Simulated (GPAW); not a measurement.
Runs of GPAW 26.7.0 on AlRu. Symmetry: Pm-3m, No. 221, cubic system. Conventional cell: a = 2.992 Å, b = 2.992 Å, c = 2.992 Å, α = 90.00°, β = 90.00°, γ = 90.00°. Ru (site symmetry m-3m) has 8 Al at 2.59 Å as nearest neighbours. Al (site symmetry m-3m) has 8 Ru at 2.59 Å as nearest neighbours. 

```tsv
task	level	potentials or basis	cell	k mesh	cutoff (eV)	smearing	maxiter	band path	band points	optimizer	fmax	gap on the mesh (eV)	pressure (GPa)	relaxed volume (Å³/atom)
relaxation of cell and atoms	PBEsol+D3	PAW data sets generated in the run's folder for this functional, pw	relaxed	9 × 9 × 9	600	fermi-dirac 0.05 eV	150	-	-	BFGS	0.02 eV/Å	none	0.2	12.91
single point	LDA	the program's PAW data sets (release 1.2.1) made for this functional, other valence, pw	as given	7 × 7 × 7	450	fermi-dirac 0.05 eV	120	-	-	-	-	none	(b)	-
band structure	r2SCAN	GPAW PAW data sets (gpaw-data 1.2.1), pw	as given	9 × 9 × 9	600	fermi-dirac 0.05 eV	150	GXMGRX,MR	80	-	-	-	-0.6	-
relaxation of cell and atoms	PBEsol+D4	PAW data sets generated in the run's folder for this functional, pw	relaxed	9 × 9 × 9	600	fermi-dirac 0.05 eV	150	-	-	BFGS	0.02 eV/Å	none	0.1	13.03
band structure	LDA	the program's PAW data sets (release 1.2.1) made for this functional, pw	as given	9 × 9 × 9	600	fermi-dirac 0.05 eV	150	GXMGRX,MR	100	-	-	-	-7.6	-
single point	PBE	GPAW PAW data sets (gpaw-data 1.2.1), pw	as given	9 × 9 × 9	600	gaussian 0.1 eV	150	-	-	-	-	none	3.2	-
band structure	AM05	PAW data sets generated in the run's folder for this functional, pw	as given	9 × 9 × 9	600	fermi-dirac 0.05 eV	150	GXMGRX,MR	100	-	-	-	(a)	-
relaxation of cell and atoms	PBEsol+D3(BJ)	PAW data sets generated in the run's folder for this functional, pw	relaxed	9 × 9 × 9	600	fermi-dirac 0.05 eV	150	-	-	BFGS	0.02 eV/Å	none	0.0	12.87
single point	LDA	the program's PAW data sets (release 1.2.1) made for this functional, pw	as given	9 × 9 × 9	600	gaussian 0.1 eV	150	-	-	-	-	none	-7.6	-
```

Alike in all rows: no spin polarisation.

Estimate the missing entries.

(a) -3.2; (b) -5.3.

Caveats: later steps reuse the first step's grids (some runs); pairwise dispersion overbinds metals, which lowers pressure and volume (some runs); the cutoff is short for stress and forces, so pressures can be off by a GPa or more (some runs); the PAW data sets were made with another functional, which shifts forces and pressure a little (some runs).

A k mesh can miss the band edges, and the runs leave out spin-orbit coupling on Ru.

A gap of «none» marks a metal or a gap under the smearing width.

Not every run made on this cell is shown here.
